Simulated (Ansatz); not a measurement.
**Sn: relaxation of cell and atoms with PBE+D3(BJ)**

Crystal: Sn.

```
Sn
1.0
    -2.94014    2.94014    1.59930
     2.94014   -2.94014    1.59930
     2.94014    2.94014   -1.59930
Sn
2
Direct
  0.00000 0.00000 0.00000
  0.75000 0.25000 0.50000
```

```
Program             : Ansatz 0.2.0
Task                : relaxation of cell and atoms
Functional          : PBE
Dispersion          : D3(BJ)
Potentials or basis : Ansatz PAW
Cutoff              : 420 eV (not typed: the program's choice for these potentials)
k mesh              : 9 × 9 × 9
Occupations         : fermi-dirac, width 0.05 eV
Spin                : no spin polarisation
```

| Property | Result |
| --- | --- |
| Relaxed volume | 27.22 Å³/atom |
| Relaxed cell | a = 4.436 Å, b = 4.436 Å, c = 4.436 Å, α = 97.34°, β = 97.34°, γ = 138.12° |
| Space group after relaxing (to 0.05 Å) | I4_1/amd (No. 141) |
| Energy gained by relaxing | 1.3 meV/atom |
| Ionic steps | 4 |
| Pressure after relaxing | 0.0 GPa |

The path:
```
step  energy change (eV)  largest force (eV/Å)  volume (Å³)
   1              0.0000                0.0000        55.30
   2             -0.0024                0.0000        54.14
   3             -0.0027                0.0000        54.43
   4             -0.0025                0.0000        54.43
```

Final structure:
```
Sn
1.0
    -2.92970    2.92970    1.58538
     2.92970   -2.92970    1.58538
     2.92970    2.92970   -1.58538
Sn
2
Direct
  0.00000 0.00000 0.00000
  0.75000 0.25000 0.50000
```

Wall time 30 s on 2 threads of Intel(R) Xeon(R) Processor @ 2.50GHz (Skylake/Cascade Lake) (shared host), peak memory 0.4 GiB.

Caveat: the plane-wave basis is chosen anew once the cell has moved, so the energies of steps on either side of that aren't comparable.
